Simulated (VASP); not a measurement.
## GeTe (relaxed from the alpha-GeTe structure, space group R3m): computed properties

Calculation: r2SCAN meta-GGA, VASP's PBE PAW potentials (set 64) (plane waves; VASP).

```
Property                                                                                             Result
---------------------------------------------  ------------------------------------------------------------
space group                                                                                       R3m (160)
cell                                           a = b = 4.1859 Å, c = 10.9720 Å, α = β = 90.00°, γ = 120.00°
volume per atom                                                                              27.75 Å^3/atom
band gap (over mesh and band path)                                                                  0.72 eV
smallest direct gap (over mesh and band path)                                                       0.82 eV
band gap with spin-orbit coupling                                                                   0.60 eV
density                                                                                          5.99 g/cm³
```

```
CELL_PARAMETERS angstrom
      2.09297     1.20838     3.65733
     -2.09297     1.20838     3.65733
      0.00000    -2.41676     3.65733
ATOMIC_POSITIONS crystal
  Ge 0.76767 0.76767 0.76767
  Te 0.23233 0.23233 0.23233
```

Unless said otherwise, spin-orbit coupling is left out, though it shifts the bands of the heavy elements here.

The structure was generated: GeTe was put into the alpha-GeTe type (R3m), which need not be its known phase. It was relaxed first. Symmetry was kept, so distortions that lower it aren't found.
